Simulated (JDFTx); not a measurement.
CdS (Hawleyite):

```
Cd S
1.0
     0.00000    2.91650    2.91650
     2.91650    0.00000    2.91650
     2.91650    2.91650    0.00000
Cd S
1 1
Cartesian
  0.0000 0.0000 0.0000
  4.3748 4.3748 4.3748
```

Program: JDFTx 1.7.0 (patched build). Alike in all runs: task single point; no spin polarisation; cell as given; k mesh 8 × 8 × 8; cutoff (eV) 1388; smearing fermi-dirac 0.05 eV.

Task: Order these runs on this cell by their pressure, lowest first.
A. level PBEsol; potentials or basis PseudoDojo-SR-PBEsol-0.4.1-standard with smoothed tails
B. level PBE; potentials or basis PseudoDojo-SR-PBE-0.5-standard with smoothed tails
C. level BLYP; potentials or basis PseudoDojo-SR-PBE-0.5-standard with smoothed tails
D. level LDA; potentials or basis PseudoDojo-SR-LDA-0.4.1-standard with smoothed tails

Result: D (-2.5 GPa), A (-0.3 GPa), B (2.9 GPa), C (6.3 GPa).

Caveats: the potentials were made for another functional, which shifts forces and pressure (some runs).

Not every run made on this cell is shown here.
